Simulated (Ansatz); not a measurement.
# Ga: the cost of one run

Computed with Ansatz 0.2.0 (DFT PBE, scalar-relativistic, plane waves, PAW, unless a step's input says otherwise).

1 further run of the same task is left out (set aside as unsound or not needed).

## 1. The starting structure

It takes space group I4/mmm (No. 139, tetragonal). Conventional cell: a = 2.808 Å, b = 2.808 Å, c = 4.458 Å, α = 90.00°, β = 90.00°, γ = 90.00°. Around Ga (site symmetry 4/mmm) lie 12 Ga at 2.81 to 2.99 Å.

Coordinates:

```cif
data_structure
_symmetry_space_group_name_H-M 'P 1'
_symmetry_Int_Tables_number 1
_cell_length_a 2.9851
_cell_length_b 2.9851
_cell_length_c 2.9851
_cell_angle_alpha 123.888
_cell_angle_beta 123.888
_cell_angle_gamma 83.388
_cell_volume 17.58
loop_
_atom_site_label
_atom_site_type_symbol
_atom_site_fract_x
_atom_site_fract_y
_atom_site_fract_z
_atom_site_occupancy
Ga1 Ga 0.00000 0.00000 0.00000 1
```

The structure comes from the Crystallography Open Database.

## 2. A change within a subgroup

The change: strain xx, yy, zz, yz, xz, xy = +1.3, +1.3, +4.3, +0.0, +0.0, +0.1 %.

input.yaml

```yaml
crystal:
  lattice:
    - [-1.42072164, 1.42072164, 2.32473555]
    - [1.42072164, -1.42072164, 2.32473555]
    - [1.42364196, 1.42364196, -2.32473555]
  atoms:
    - { symbol: Ga, position: [0.0, 0.0, 0.0] }
basis:
  ecutwfc: 420
kpoints:
  mp_grid: { grid: [18, 18, 18] }
hamiltonian:
  xc: pbe
scf:
  occupations: { method: gaussian, width: 0.1 }
output:
  forces: true
  stress: true
  eigenvalues: true
```

**Question.** How long does this run take on 1 thread of an x86-64 CPU, shared host, and how much memory does it need?

About 6.9 s, with a peak of 0.53 GiB.
